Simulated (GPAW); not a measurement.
Runs of GPAW 26.7.0 on CoSi. Symmetry: P2_13, No. 198, cubic system. The conventional cell has a = 4.438 Å, b = 4.438 Å, c = 4.438 Å, α = 90.00°, β = 90.00°, γ = 90.00°. Co (site symmetry 3) is surrounded by 7 Si at 2.28 to 2.47 Å. Around Si (site symmetry 3) lie 7 Co at 2.28 to 2.47 Å. 

```tsv
task	level	potentials or basis	U	k mesh	cutoff (eV)	smearing	V0 of scaled cells (Å³/atom)	B0 (GPa)
equation of state	PBEsol+D4	PAW data sets generated in the run's folder for this functional, pw	-	4 × 4 × 4	600	fermi-dirac 0.05 eV	10.52	(a)
equation of state	PBE	GPAW PAW data sets (gpaw-data 1.2.1), pw	-	4 × 4 × 4	600	fermi-dirac 0.05 eV	11.00	224
equation of state	RPBE+D3	the program's PAW data sets (release 1.2.1) made for this functional, pw	-	4 × 4 × 4	600	fermi-dirac 0.05 eV	10.73	(b)
equation of state	C09-vdW	GPAW PAW data sets (gpaw-data 1.2.1), pw	-	4 × 4 × 4	600	fermi-dirac 0.05 eV	10.90	231
```

Alike in all rows: spin collinear, ferromagnetic start; cell as given.

Q: Fill in the values left out.

A: (a) 254; (b) 234.

Caveats: the cell was scaled at fixed shape and fractional positions, which overstates the stiffness of a crystal with free parameters, most of all of layers and chains; the PAW data sets were made with another functional, which shifts forces and pressure a little (some runs).

Not every run made on this cell is shown here.
